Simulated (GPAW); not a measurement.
Set up this calculation in GPAW 26.7.0, as an ASE script.

- Task: G0W0 quasiparticle levels
- Functional: PBE
- Potentials or basis: GPAW PAW data sets (gpaw-data 1.2.1)
- Cutoff: 400 eV
- Basis: pw
- k mesh: 7 × 7 × 7
- Occupations: fermi-dirac, width 0.05 eV
- Spin: collinear spin, ferromagnetic start
- Starting moments: [4.0] μB
- Response ecut: 200 eV
- Frequency: full
- Extrapolate: yes
- Vertex: none
- Qp bands: 1
- Integrate gamma: WS
- All k: no
- Domega0: 0.05 eV
- Maxiter: 150
- Response bands: 77
- Omega2: 10 eV
- Eta: 0.1 eV

Crystal: Fe.

```xyz
1
Lattice="-1.4430 1.4430 1.4430 1.4430 -1.4430 1.4430 1.4430 1.4430 -1.4430" Properties=species:S:1:pos:R:3 pbc="T T T"
Fe    0.0000    0.0000    0.0000
```

These files were run (other wordings do the same):

run.py

```python
import json
import numpy as np
from ase.dft.bandgap import bandgap
from ase.io import write
from ase.spacegroup import crystal
from gpaw import GPAW, PW
from gpaw.response.g0w0 import G0W0

# Fe 2a
atoms = crystal(['Fe'],
                basis=[[0.0, 0.0, 0.0]],
                spacegroup=229, setting=1,  # Im-3m
                cellpar=[2.886, 2.886, 2.886, 90.0, 90.0, 90.0],
                primitive_cell=True)
atoms.set_initial_magnetic_moments([4.0])

calc = GPAW(mode=PW(400),
            xc='PBE',
            kpts={'size': (7, 7, 7), 'gamma': True},
            occupations={'name': 'fermi-dirac', 'width': 0.05},
            nbands=12,
            convergence={'density': 0.0001},
            maxiter=150,
            txt='gpaw.txt')
atoms.calc = calc
energy = atoms.get_potential_energy()
calc.write('gs.gpw')
write('result.traj', atoms)
print(f'Energy: {energy:.6f} eV')
print('Moments:', calc.get_magnetic_moments().round(3))
print('Fermi level:', round(calc.get_fermi_level(), 4), 'eV')
print(f'Gap: {bandgap(calc)[0]:.4f} eV, direct: {bandgap(calc, direct=True)[0]:.4f} eV')

calc.diagonalize_full_hamiltonian(nbands=81)
calc.write('full.gpw', mode='all')

ibz = calc.get_ibz_k_points()
gamma = int(np.abs(ibz).sum(1).argmin())
kpts = [gamma]
gw = G0W0(calc='full.gpw',
          filename='gw',
          ecut=200,
          ecut_extrapolation=True,
          kpts=kpts,
          integrate_gamma='WS',
          bands=(2, 6),
          frequencies={'type': 'nonlinear', 'domega0': 0.05, 'omega2': 10},
          eta=0.1)
gw.calculate()
results = {mode: {key: np.asarray(r[key]).tolist() for key in ['f', 'eps', 'vxc', 'exx', 'sigma', 'Z', 'qp', 'sigma_eskn']}
           for mode, r in gw.all_results.items()}
json.dump({'kpts': ibz[kpts].tolist(), 'results': results}, open('gw.json', 'w'))
for mode, r in results.items():
    f, qp = np.array(r['f']), np.array(r['qp'])
    print(mode, 'quasiparticle energies (eV):')
    print(qp.round(3))
```

Potentials or basis: GPAW PAW data sets (gpaw-data 1.2.1), pw.

Run with:

```sh
$ OMP_NUM_THREADS=1 python run.py
```

Results of the run:

* Band gap on the k mesh: none (metal or under the smearing width)
* Net moment: 2.31 μB per cell
* Site moments: Fe +2.33 μB

Caveat: the k mesh is coarse (spacing up to 0.44 Å⁻¹), so the values aren't converged; G0W0 is unreliable with partly filled bands; the long-wavelength limit can be off by several per cent where d states take part.

Wall time 7.3 min on 1 thread of Arm Neoverse V1, with other jobs on the host, peak memory 0.5 GiB.
